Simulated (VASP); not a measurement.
Set up this calculation in VASP 6.6.1, as the native input.

```yaml
Task: single point
Functional: LDA
Potentials_or_basis: VASP PAW LDA potentials, release 64 (N)
Cutoff: 520 eV
k_mesh: 1 × 1 × 1
Occupations: methfessel-paxton, width 0.02 eV
Spin: no spin polarisation
Dipole_correction: no
Further_INCAR_settings: ALGO = Normal; EDIFF = 1e-07; NBANDS = 12
```

The structure of N2 lies in POSCAR:

```
N
1.0
    9.0000000000      0.0000000000      0.0000000000
    0.0000000000      9.5000000000      0.0000000000
    0.0000000000      0.0000000000     10.0000000000
N
2
Direct
    0.5000000000      0.5000000000      0.4453380992
    0.5000000000      0.5000000000      0.5546619008
```

One way to write it, as run:

INCAR

```
PREC = Accurate
ENCUT = 520
EDIFF = 1E-7
ISMEAR = 1
SIGMA = 0.02
LREAL = F
LASPH = T
NELM = 100
ALGO = Normal
ISIF = 2
LWAVE = F
LCHARG = F
NBANDS = 12
```

KPOINTS

```
Automatic mesh
0
Gamma
  1 1 1
```

Potentials or basis: VASP PAW LDA potentials, release 64 (N).

Launch:

```sh
$ cat potpaw_LDA.64/N/POTCAR > POTCAR
$ mpirun -np 1 vasp_gam > vasp.out
```

Results of the run:

```yaml
Largest_force: 1.536 eV/Å
Gap_between_the_frontier_levels: 8.21 eV
```

Caveat: the standard files for N, O and F lose accuracy on very short bonds.

Run time: 26 s on 1 thread of Intel(R) Xeon(R) Platinum 8488C (Sapphire Rapids), with other jobs on the host, peak memory 0.49 GiB.
